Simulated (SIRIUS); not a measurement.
# Sn in SIRIUS: the effect of functional

Crystal: Sn.

```xyz
2
Lattice="-1.6348 1.8025 -2.2947 -1.7557 1.7419 2.3379 3.3184 3.4742 -0.1354" Properties=species:S:1:pos:R:3 pbc="T T T"
Sn   -0.0059    0.0110    0.0034
Sn   -0.0302    3.4984   -0.0495
```

This isn't the form of Sn at room conditions, which is tetragonal (white tin).

The cell isn't the ideal one: all atoms moved at random.

Alike in all runs:

| Quantity | Value |
| --- | --- |
| Program | SIRIUS 7.10.0 |
| Task | single point |
| Potentials or basis | PseudoDojo 0.4.1 PBE standard (scalar relativistic) |
| Cutoff | 983 eV |
| Density cutoff | 3932 eV |
| k mesh | 4 × 4 × 3 |
| Occupations | fermi-dirac, width 0.05 eV |
| Spin | no spin polarisation |

```csv
functional,pressure (GPa)
LDA,?
PBEsol,-1.7
RPBE,2.2
revPBE,1.9
BLYP,6.0
PW91,1.2
AM05,-2.0
B86bPBE,1.7
APBE,1.9
GAM,0.5
```

**Question.** What does the run with functional LDA give?

**Answer.** Pressure -2.8 GPa.

Caveats: all runs use coarse meshes; the potentials were made for another functional, which shifts forces and pressure.

Runs at the PBE level aren't shown here.
